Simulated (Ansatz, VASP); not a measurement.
Two plane-wave programs on BN

```xyz
2
Lattice="0.0000 1.8123 1.8123 1.8123 0.0000 1.8123 1.8123 1.8123 0.0000" Properties=species:S:1:pos:R:3 pbc="T T T"
B     0.0000    0.0000    0.0000
N     2.7185    2.7185    2.7185
```

Alike in both runs: functional PBE; k mesh 12 × 12 × 12; no spin polarisation.

Ansatz relaxed the structure, and its values are those at the end. VASP's run is a single point on that final structure, the one shown.

|  | VASP | Ansatz |
| --- | --- | --- |
| version | VASP 6.6.1 | Ansatz 0.2.0 |
| potentials or method | VASP PAW PBE potentials, release 64 (B, N) | scalar-relativistic, plane waves, PAW |
| plane-wave cutoff (eV) | 520 | 420 |
| occupations | gaussian, width 0.01 eV | fixed |
| valence electrons in the cell | 8 | 8 |

VASP gave:

```
gap on the k mesh at the Fermi level (eV) : 4.45
least direct gap on the mesh (eV)         : 8.78
pressure (GPa)                            : 0.2
```

Task: Which values does Ansatz return?

Result: gap on the k mesh at the Fermi level (eV): 4.46; least direct gap on the mesh (eV): 8.79; pressure (GPa): 0.0.

A k mesh can miss the band edges.
